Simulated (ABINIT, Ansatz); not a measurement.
This is a calculation of HfC for Ansatz 0.2.0. 

The input input.yaml:

```yaml
crystal:
  lattice:
    - [2.43942588, 0.0, 0.0]
    - [0.0, 4.69499661, 0.0]
    - [0.0, 0.0, 2.56227473]
  atoms:
    - { symbol: Hf, position: [0.0, 0.0, 0.0] }
    - { symbol: C, position: [0.0, 0.5, 0.75] }
hamiltonian:
  xc: pbe
  pseudopotentials: { kind: paw }
kpoints:
  mp_grid: { grid: [11, 6, 10] }
scf:
  occupations: { method: fermi_dirac, width: 0.05 }
output:
  forces: true
  stress: true
  eigenvalues: true
```

Potentials or basis: Ansatz PAW.

Launch:

```console
$ ansatz run input.yaml --threads 1 --pin off --max-ram 3584MiB --backend cpu --events-out ev --progress --plain --runs-dir out
```

Question: What does the same run look like in ABINIT 10.8.3 (patched build)? Potentials or basis there: JTH PAW PBE v2.0, cutoff 517 eV.

Answer: As run (cutoffs and basis follow the program's own potentials, and thresholds, step limits or extra output files can differ):

The input run.abi:

```
pp_dirpath "./"
pseudos "Hf.GGA_PBE-JTH.xml, C.GGA_PBE-JTH.xml"

structure "poscar:POSCAR"
natom 2
chkprim 0
chksymtnons 0
tolsym 1.0e-6

ecut 19.0
pawecutdg 38.0
pawxcdev 0

kptopt 1
ngkpt 11 6 10
nshiftk 1
shiftk 0.0 0.0 0.0

ixc 11

nband 12
occopt 3
tsmear 0.05 eV

nstep 100
tolvrs 1.0e-9

iomode 3
prtwf 0
prteig 0
prtebands 0
prtden 1
prtvha 1
prtvclmb 1
prtpot 1
```

POSCAR

```
HfC
1.0
    2.4394258800      0.0000000000      0.0000000000
    0.0000000000      4.6949966100      0.0000000000
    0.0000000000      0.0000000000      2.5622747300
Hf C
1 1
Direct
    0.0000000000      0.0000000000      0.0000000000  Hf
    0.0000000000      0.5000000000      0.7500000000  C
```

Potentials or basis: JTH PAW PBE v2.0.

Launch:

```bash
$ abinit run.abi > log 2>&1
```

Both were run:

|  | Ansatz | ABINIT |
| --- | --- | --- |
| Pressure | 11.4 GPa | 11.0 GPa |
| Largest force | 0.113 eV/Å | 0.131 eV/Å |

Ansatz's pressure holds a Pulay term of +0.20 GPa for its cutoff of 420 eV, which the other run lacks.

The potentials hold 30 and 16 valence electrons a cell.

Where Ansatz's input types no cutoff or centring, it takes its own default and a Γ-centred mesh.

The cell lies far from this level's equilibrium.

Pressure is positive in compression.
